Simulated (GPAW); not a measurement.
# GaN (Fm-3m) in GPAW: settings compared

The runs below take GaN through single point, with PBE, HSE06, PBE0.

All numbers are computed with GPAW 26.7.0; they aren't measurements. Logs are shortened: lines on timing, memory, paths and dates and some standing lists are left out, and cuts for length are marked. The log counts tension as positive stress, the text compression.

### Step 1. Starting point

Symmetry: Fm-3m, No. 225, cubic system. Conventional cell: a = 4.270 Å, b = 4.270 Å, c = 4.270 Å, α = 90.00°, β = 90.00°, γ = 90.00°. Ga (site symmetry m-3m) is surrounded by 6 N at 2.14 Å. Around N (site symmetry m-3m) lie 6 Ga at 2.14 Å.

Measurements of this composition are mostly on another form, of space group No. 186.

### Step 2. Single point, PBE

File run.py:

```python
from ase import Atoms
from ase.dft.bandgap import bandgap
from ase.io import write
from ase.units import GPa
from gpaw import GPAW, PW

atoms = Atoms(['Ga', 'N'],
              cell=[[0.0, 2.135235, 2.135235],
                    [2.135235, 0.0, 2.135235],
                    [2.135235, 2.135235, 0.0]],
              scaled_positions=[[0.0, 0.0, 0.0],
                                [0.5, 0.5, 0.5]],
              pbc=True)

calc = GPAW(mode=PW(600),
            xc='PBE',
            kpts={'size': (9, 9, 9), 'gamma': True},
            occupations={'name': 'fermi-dirac', 'width': 0.05},
            nbands=11,
            maxiter=120,
            txt='gpaw.txt')
atoms.calc = calc
energy = atoms.get_potential_energy()
forces = atoms.get_forces()
stress = atoms.get_stress()
calc.write('gs.gpw')
write('result.traj', atoms)
print(f'Energy: {energy:.6f} eV')
print('Forces (eV/A):')
print(forces.round(4))
print('Stress (GPa):', (stress / GPa).round(3))
print('Fermi level:', round(calc.get_fermi_level(), 4), 'eV')
print(f'Gap: {bandgap(calc)[0]:.4f} eV, direct: {bandgap(calc, direct=True)[0]:.4f} eV')
```

Potentials or basis: GPAW PAW data sets (gpaw-data 1.2.1), pw.

Command:

```
OMP_NUM_THREADS=1 python run.py
```

gpaw.txt:

```text
__  _  _
 | _ |_)|_||  |
 |__||  | ||/\| - 26.7.0

Input parameters:
  mode=PW(ecut=600.0),
  kpts=MonkhorstPack(size=(9, 9, 9), gamma=True),
  maxiter=120,
  nbands=11,
  occupations=Occupations(name='fermi-dirac', width=0.05),
  xc=XC(name='PBE')

Diagonalizing LCAO Hamiltonian
Converting LCAO to pw mode

              N

       Ga

Atoms  # Å, Bohr magnetons
|   | symbol |        x |        y |        z |    initial magnetic moments |
|---|--------|----------|----------|----------|-----------------------------|
| 0 |     Ga | 0.000000 | 0.000000 | 0.000000 | ( 0.0000,  0.0000,  0.0000) |
| 1 |      N | 2.135235 | 2.135235 | 2.135235 | ( 0.0000,  0.0000,  0.0000) |

Unit cell  # Å
| periodic |        x |        y |        z |  lengths |    angles |
|----------|----------|----------|----------|----------|-----------|
|      yes | 0.000000 | 2.135235 | 2.135235 | 3.019678 | 60.000000 |
|      yes | 2.135235 | 0.000000 | 2.135235 | 3.019678 | 60.000000 |
|      yes | 2.135235 | 2.135235 | 0.000000 | 3.019678 | 60.000000 |

Number of symmetries: 48
Symmetry operations  # r_c * U_cc + t_c -> r_c
|    | kind |            matrix            |
|----|------|------------------------------|
|  0 |  σ   |  1, 0, 0,  1, 0,-1,  1,-1, 0 |
|  1 |  C2  |  1, 0, 0,  1,-1, 0,  1, 0,-1 |
|  2 |  E   |  1, 0, 0,  0, 1, 0,  0, 0, 1 |
|  3 |  σ   |  1, 0, 0,  0, 0, 1,  0, 1, 0 |
|  4 |  C4  |  1, 0,-1,  1, 0, 0,  1,-1, 0 |
|  5 |  S6  |  1, 0,-1,  1,-1, 0,  1, 0, 0 |
|  6 |  σ   |  1, 0,-1,  0, 1,-1,  0, 0,-1 |
|  7 |  C3  |  1, 0,-1,  0, 0,-1,  0, 1,-1 |
|  8 |  S6  |  1,-1, 0,  1, 0, 0,  1, 0,-1 |
|  9 |  C4  |  1,-1, 0,  1, 0,-1,  1, 0, 0 |
| 10 |  C3  |  1,-1, 0,  0,-1, 1,  0,-1, 0 |
| 11 |  σ   |  1,-1, 0,  0,-1, 0,  0,-1, 1 |
| 12 |  σ   |  0, 1, 0,  1, 0, 0,  0, 0, 1 |
| 13 |  C4  |  0, 1, 0,  0, 1,-1, -1, 1, 0 |
| 14 |  C3  |  0, 1, 0,  0, 0, 1,  1, 0, 0 |
| 15 |  S6  |  0, 1, 0, -1, 1, 0,  0, 1,-1 |
| 16 |  C2  |  0, 1,-1,  1, 0,-1,  0, 0,-1 |
| 17 |  σ   |  0, 1,-1,  0, 1, 0, -1, 1, 0 |
| 18 |  S4  |  0, 1,-1,  0, 0,-1,  1, 0,-1 |
| 19 |  C4  |  0, 1,-1, -1, 1, 0,  0, 1, 0 |
| 20 |  C3  |  0, 0, 1,  1, 0, 0,  0, 1, 0 |
| 21 |  σ   |  0, 0, 1,  0, 1, 0,  1, 0, 0 |
| 22 |  S6  |  0, 0, 1,  0,-1, 1, -1, 0, 1 |
| 23 |  C4  |  0, 0, 1, -1, 0, 1,  0,-1, 1 |
| 24 |  S4  |  0, 0,-1,  1, 0,-1,  0, 1,-1 |
| 25 |  C3  |  0, 0,-1,  0, 1,-1,  1, 0,-1 |
| 26 |  C2  |  0, 0,-1,  0,-1, 0, -1, 0, 0 |
| 27 |  S6  |  0, 0,-1, -1, 0, 0,  0,-1, 0 |
| 28 |  S4  |  0,-1, 1,  1,-1, 0,  0,-1, 0 |
| 29 |  C4  |  0,-1, 1,  0, 0, 1, -1, 0, 1 |
| 30 |  C2  |  0,-1, 1,  0,-1, 0,  1,-1, 0 |
| 31 |  σ   |  0,-1, 1, -1, 0, 1,  0, 0, 1 |
| 32 |  C3  |  0,-1, 0,  1,-1, 0,  0,-1, 1 |
| 33 |  S6  |  0,-1, 0,  0, 0,-1, -1, 0, 0 |
| 34 |  S4  |  0,-1, 0,  0,-1, 1,  1,-1, 0 |
| 35 |  C2  |  0,-1, 0, -1, 0, 0,  0, 0,-1 |
| 36 |  C2  | -1, 1, 0,  0, 1, 0,  0, 1,-1 |
| 37 |  S6  | -1, 1, 0,  0, 1,-1,  0, 1, 0 |
| 38 |  S4  | -1, 1, 0, -1, 0, 1, -1, 0, 0 |
| 39 |  C3  | -1, 1, 0, -1, 0, 0, -1, 0, 1 |
| 40 |  S6  | -1, 0, 1,  0, 0, 1,  0,-1, 1 |
| 41 |  C2  | -1, 0, 1,  0,-1, 1,  0, 0, 1 |
| 42 |  C3  | -1, 0, 1, -1, 1, 0, -1, 0, 0 |
| 43 |  S4  | -1, 0, 1, -1, 0, 0, -1, 1, 0 |
| 44 |  C2  | -1, 0, 0,  0, 0,-1,  0,-1, 0 |
| 45 |  i   | -1, 0, 0,  0,-1, 0,  0, 0,-1 |
| 46 |  σ   | -1, 0, 0, -1, 1, 0, -1, 0, 1 |
| 47 |  C2  | -1, 0, 0, -1, 0, 1, -1, 1, 0 |

BZ-sampling:
  Number of BZ points: 729
  Number of IBZ points: 35

  Monkhorst-Pack size: [9, 9, 9]
  Monkhorst-Pack shift: [0, 0, 0]

K-points  # in reciprocal-cell coordinates
|     |                                coordinates |     weight |
|-----|--------------------------------------------|------------|
|   0 | (  0.00000000,   0.00000000,   0.00000000) | 0.00137174 |
|   1 | (  0.11111111,   0.11111111,   0.00000000) | 0.00823045 |
|   2 | (  0.11111111,   0.11111111,   0.11111111) | 0.01097394 |
|   3 | (  0.22222222,   0.11111111,   0.11111111) | 0.01646091 |
|   4 | (  0.22222222,   0.22222222,   0.00000000) | 0.00823045 |
|   5 | (  0.22222222,   0.22222222,   0.11111111) | 0.03292181 |
|   6 | (  0.22222222,   0.22222222,   0.22222222) | 0.01097394 |
|   7 | (  0.33333333,   0.22222222,   0.11111111) | 0.03292181 |
|   8 | (  0.33333333,   0.22222222,   0.22222222) | 0.03292181 |
|   9 | (  0.33333333,   0.33333333,  -0.33333333) | 0.01646091 |
| ... |                                            |            |
|  34 | (  0.44444444,   0.44444444,   0.44444444) | 0.01097394 |

Plane wave coefficients: 659
Cutoff: 600.0 eV

Spin-components: 1 (collinear spins)
Bands:           11
Projectors:      10
Spin-degeneracy: 2
Datatype:        complex128

Parallelization:
  kpt:    1
  domain: 1
  band:   1

Density:
  Valence electrons: 8.0
  Components: 1
  Grid points: [18 18 18]
  Charge: 0.0  # |e|

Potential:
  Grid points: [18 18 18]

species:
  Ga:
    name:    Gallium
    Z:       31.0
    valence: 3
    core:    28
    charge:  0.0  # [|e|]
    compensation charges:
      type: gauss
      rc: 0.37  # [Å]
      lmax: 2
    cutoffs:
      filter: 2.06  # [Å]
      core: 4.17  # [Å]
    projectors
    | kind |    occ | energy [eV] | rcut [Å] |
    |------|--------|-------------|----------|
    |   4s |  2.000 |      -8.945 |    1.164 |
    |   4p |  1.000 |      -2.580 |    1.164 |
    |    s |        |      18.266 |    1.164 |
    |    p |        |      24.631 |    1.164 |
    |    d |        |       0.000 |    1.164 |

    Using partial waves for Ga as LCAO basis

  N:
    name:    Nitrogen
    Z:       7.0
    valence: 5
    core:    2
    charge:  0.0  # [|e|]
    compensation charges:
      type: gauss
      rc: 0.18  # [Å]
      lmax: 2
    cutoffs:
      filter: 1.11  # [Å]
      core: 0.96  # [Å]
    projectors
    | kind |    occ | energy [eV] | rcut [Å] |
    |------|--------|-------------|----------|
    |   2s |  2.000 |     -18.583 |    0.603 |
    |   2p |  3.000 |      -7.089 |    0.529 |
    |    s |        |       8.629 |    0.603 |
    |    p |        |      20.123 |    0.529 |
    |    d |        |       0.000 |    0.577 |

    Using partial waves for N as LCAO basis

Reference energy: -54366.393033  # eV

eigensolver:
  PPCG
  Converge bands: occupied
  niter=2

density mixing:
  MSR1-Mixer
  Pratt-step length: 0.05
  Maximum mixing coefficient: 0.75
  Old densities: 10
  SVD Regularization: 0.005
  Good broyden scale: 1.0
  Trust region scale: 1.0
  Backstep threshold: 4.0
  History deletion threshold: 6.0
  Fourier metric: weight=20.0, sigma=0.015

occupation numbers:
  Fermi-Dirac:
    width: 0.0500  # eV

poisson solver:
  ecut: 4800.0  # eV

xc functional:
  name: PBE with 2 nearest neighbor stencil

convergence criteria:
- Maximum [total energy] change in last 3 cyles: 0.0005 eV / valence electron
- Maximum integral of absolute [dens]ity change: 0.0001 electrons / valence electron
- Maximum integral of absolute [eigenst]ate change: 4e-08 eV^2 / valence electron
maximum number of iterations: 120

SCF iterations
|iter     | |      energy | eigst |  dens |
|---------|-|-------------|-------|-------|
|iter:   1| |  -12.774685 | -0.28 |       |
|iter:   2| |  -12.358427 | -2.12 | -0.59 |
|iter:   3| |  -11.189800 | -0.89 | -0.65 |
|iter:   4| |  -11.186010 | -3.37 | -1.33 |
|iter:   5| |  -11.185743 | -3.79 | -1.62 |
|iter:   6| |  -11.185767c| -5.83 | -2.86 |
|iter:   7| |  -11.185775c| -6.26 | -3.21 |
|iter:   8| |  -11.185775c| -8.17c| -4.46c|

Converged in 8 steps
Energy contributions relative to reference atoms: (reference = -54366.393033)

Energy contributions:
  Kinetic:          19.758544
  Coulomb:         -15.550561
  Zero:              0.048069
  External:          0.000000
  Xc:              -15.441805
  Entropy:          -0.000044
  Spinorbit:         0.000000
  ----------------------------
  Free energy:     -11.185797
  Extrapolated:    -11.185775

dipole moment: (-10.745663, -10.745663, -10.745663)  # |e|*Ang

Fermi level: 9.227
Eigenvalues  # (at kpt = [0.000, 0.000, 0.000])
| band index |      eig [eV] | occ [0-2] |
|------------|---------------|-----------|
|          0 |        -8.121 |     2.000 |
|          1 |         8.470 |     2.000 |
|          2 |         8.470 |     2.000 |
|          3 |         8.470 |     2.000 |
|          4 |        10.771 |     0.000 |
|          5 |        22.726 |     0.000 |
|          6 |        22.726 |     0.000 |
|          7 |        22.726 |     0.000 |
|          8 |        24.290 |     0.000 |
|          9 |        24.290 |     0.000 |
|         10 |        24.290 |     0.000 |

Gap: 0.644 eV
Transition (v -> c):
  (s=0, k=8, n=3, [0.33, 0.22, 0.22]) -> (s=0, k=30, n=4, [0.44, 0.44, 0.00])
Direct/indirect transitions are different
Direct gap: 2.302 eV
Transition at: (s=0, k=0, n=3, [0.00, 0.00, 0.00])

Forces  # eV/Ang
|       x |        y |        z |
|---------|----------|----------|
| 0.00000 | -0.00000 | -0.00000 |  # Ga   0
| 0.00000 | -0.00000 | -0.00000 |  # N    1

Stress tensor  # eV/Ang^3
|        x |        y |        z |
|----------|----------|----------|
| 0.029480 | 0.000000 | 0.000000 |
| 0.000000 | 0.029480 | 0.000000 |
| 0.000000 | 0.000000 | 0.029480 |

# Writing to gs.gpw (mode='')
```

Wall time 6.4 s (1 thread of Intel Xeon Platinum 8488C (Sapphire Rapids), shared host); peak memory 0.13 GiB.

Results:

| Quantity | Value |
| --- | --- |
| Free energy | -11.1858 eV |
| Pressure | -4.7 GPa |
| Band gap on the k mesh | 0.64 eV, indirect (least direct gap 2.30 eV) |

Caveat: the cutoff is short for stress and forces, so pressures can be off by a GPa or more; an odd mesh through Γ misses points on the zone boundary, where band edges often lie. Expect the measured gap to be larger: semilocal functionals such as PBE lack the derivative discontinuity.

### Step 3. Single point, HSE06

File run.py:

```python
from ase import Atoms
from ase.dft.bandgap import bandgap
from ase.io import write
from ase.parallel import parprint
from gpaw import GPAW, PW

atoms = Atoms(['Ga', 'N'],
              cell=[[0.0, 2.135235, 2.135235],
                    [2.135235, 0.0, 2.135235],
                    [2.135235, 2.135235, 0.0]],
              scaled_positions=[[0.0, 0.0, 0.0],
                                [0.5, 0.5, 0.5]],
              pbc=True)

calc = GPAW(mode=PW(600),
            xc='HSE06',
            kpts={'size': (8, 8, 8), 'gamma': True},
            occupations={'name': 'fermi-dirac', 'width': 0.05},
            nbands=9,
            convergence={'density': 1e-05, 'energy': 1e-05},
            maxiter=60,
            txt='gpaw.txt')
atoms.calc = calc
energy = atoms.get_potential_energy()
forces = atoms.get_forces()
calc.write('gs.gpw')
write('result.traj', atoms)
parprint(f'Energy: {energy:.6f} eV')
parprint('Forces (eV/A):')
parprint(forces.round(4))
parprint('Fermi level:', round(calc.get_fermi_level(), 4), 'eV')
parprint(f'Gap: {bandgap(calc)[0]:.4f} eV, direct: {bandgap(calc, direct=True)[0]:.4f} eV')
```

Potentials or basis: GPAW PAW data sets (gpaw-data 1.2.1), pw.

Command:

```
OMP_NUM_THREADS=1 mpirun -n 8 gpaw python run.py
```

Run time: 18 min. Hardware: 8 MPI ranks of Intel Xeon 6975P-C (Granite Rapids), shared host; peak memory 0.21 GiB.

It converged, with:

```yaml
Free_energy: -24.3766 eV
Band_gap_on_the_k_mesh: 1.42 eV, indirect (least direct gap 3.45 eV)
```

Levels at points of the mesh, in eV from the valence-band top:
| k point | band 2 | band 3 | band 4 | band 5 |
| --- | --- | --- | --- | --- |
| (0.00, 0.00, 0.00) | -0.40 | -0.40 | -0.40 | 3.04 |
| (0.50, 0.50, 0.00) | -7.42 | -3.10 | -3.10 | 1.42 |
| (0.50, 0.50, 0.50) | -8.95 | -0.21 | -0.21 | 5.84 |

Caveat: the PAW data sets were made with another functional, which shifts forces and pressure a little.

### Step 4. Single point, PBE0

run.py, as its differences from that of step 3:

```diff
@@ -15,3 +15,3 @@
 calc = GPAW(mode=PW(600),
-            xc='HSE06',
+            xc='PBE0',
             kpts={'size': (8, 8, 8), 'gamma': True},
```

Command:

```
OMP_NUM_THREADS=1 mpirun -n 8 gpaw python run.py
```

It took 45 min on 8 MPI ranks of Arm Neoverse V1, shared host; peak memory 0.21 GiB.

Results (log left out):

| Item | Value |
| --- | --- |
| Free energy | -11.6503 eV |
| Band gap on the k mesh | 2.21 eV, indirect (least direct gap 4.15 eV) |

Levels at points of the mesh, in eV from the valence-band top:
| k point | band 1 | band 2 | band 3 | band 4 | band 5 |
| --- | --- | --- | --- | --- | --- |
| (0.00, 0.00, 0.00) | -18.67 | -0.39 | -0.39 | -0.39 | 3.76 |
| (0.50, 0.50, 0.00) | -14.08 | -7.50 | -3.11 | -3.11 | 2.21 |
| (0.50, 0.50, 0.50) | -15.49 | -9.00 | -0.21 | -0.21 | 6.52 |

Caveat: the PAW data sets were made with another functional, which shifts forces and pressure a little.

### Step 5. Summary

| level | k mesh | maxiter | convergence | ranks | gap on the mesh (eV) |
| --- | --- | --- | --- | --- | --- |
| PBE | 9 × 9 × 9 | 120 | default | - | 0.64 |
| HSE06 | 8 × 8 × 8 | 60 | - | 8 | 1.42 |
| PBE0 | 8 × 8 × 8 | 60 | - | 8 | 2.21 |

Alike in all rows: task single point; potentials or basis GPAW PAW data sets (gpaw-data 1.2.1), pw; no spin polarisation; cell as given; cutoff (eV) 600; smearing fermi-dirac 0.05 eV.

On the cell as given the gap runs from 0.64 eV (PBE) to 2.21 eV (PBE0); the meshes differ, which moves gaps too.

Caveats: the PAW data sets were made with another functional, which shifts forces and pressure a little (some runs); the cutoff is short for stress and forces, so pressures can be off by a GPa or more (some runs); an odd mesh through Γ misses points on the zone boundary, where band edges often lie (some runs).

Total energies depend on the potentials used, so only differences within one code and one set of settings carry meaning.
